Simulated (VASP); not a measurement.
A run of VASP 6.6.1 is set up as follows.

INCAR

```
SYSTEM = CaB2
ALGO = Normal
EDIFF = 1E-6
EDIFFG = -0.01
ENCUT = 600
IBRION = 2
ISIF = 3
ISMEAR = -1
LASPH = .True.
LCHARG = .False.
LMIXTAU = .True.
LREAL = .False.
LWAVE = .False.
METAGGA = R2SCAN
NELM = 60
NSW = 40
PREC = Accurate
SIGMA = 0.05
```

The input KPOINTS:

```
k-points
0
Gamma
  9 9 7
  0 0 0
```

The input POSCAR:

```
CaB2
1.0
    3.2264302843      0.0000000000      0.0000000000
   -1.6132151421      2.7941705897      0.0000000000
    0.0000000000      0.0000000000      4.0673920000
Ca B
1 2
Direct
    0.0000000000      0.0000000000      0.0000000000
    0.6666666667      0.3333333333      0.5000000000
    0.3333333333      0.6666666667      0.5000000000
```

Potentials or basis: VASP PAW PBE potentials, release 64 (Ca_sv, B).

Command:

```bash
$ cat potpaw_PBE.64/Ca_sv/POTCAR potpaw_PBE.64/B/POTCAR > POTCAR
$ mpirun -np 1 vasp_std > vasp.out
```

**Question.** Predict the relaxed volume.

**Answer.** 12.25 Å³/atom.

**Question.** What does it give for the band gap on the k mesh?

**Answer.** None (metal or under the smearing width).

Final structure:
```
Ca B
1.0
     3.22424    0.00000    0.00000
    -1.61212    2.79227    0.00000
     0.00000    0.00000    4.08190
Ca B
1 2
Direct
  0.00000 0.00000 0.00000
  0.66667 0.33333 0.50000
  0.33333 0.66667 0.50000
```

Caveat: the PAW data sets were made with another functional, which shifts forces and pressure a little.
